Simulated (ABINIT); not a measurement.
Crystal: Ag.

```xyz
1
Lattice="0.0000 2.0427 2.0427 2.0427 0.0000 2.0427 2.0427 2.0427 0.0000" Properties=species:S:1:pos:R:3 pbc="T T T"
Ag    0.0000    0.0000    0.0000
```

Base run:

| Property | Result |
| --- | --- |
| Program | ABINIT 10.8.3 (patched build) |
| Functional | PBEsol |
| Potentials or basis | JTH PAW PBE v2.0 |
| Cutoff | 463 eV |
| k mesh | 9 × 9 × 9 |
| Occupations | fermi-dirac, width 0.05 eV |
| Spin | no spin polarisation |

Its results: band gap on the k mesh none (metal or under the smearing width); pressure -2.7 GPa.

Question: The run is repeated on the same cell with these changes: k mesh from 9 × 9 × 9 to 4 × 4 × 4. What comes out?

Answer: Band gap on the k mesh none (metal or under the smearing width); pressure -1.5 GPa.

Caveats: some runs use coarse meshes; the PAW data sets were made with another functional, which shifts forces and pressure a little.
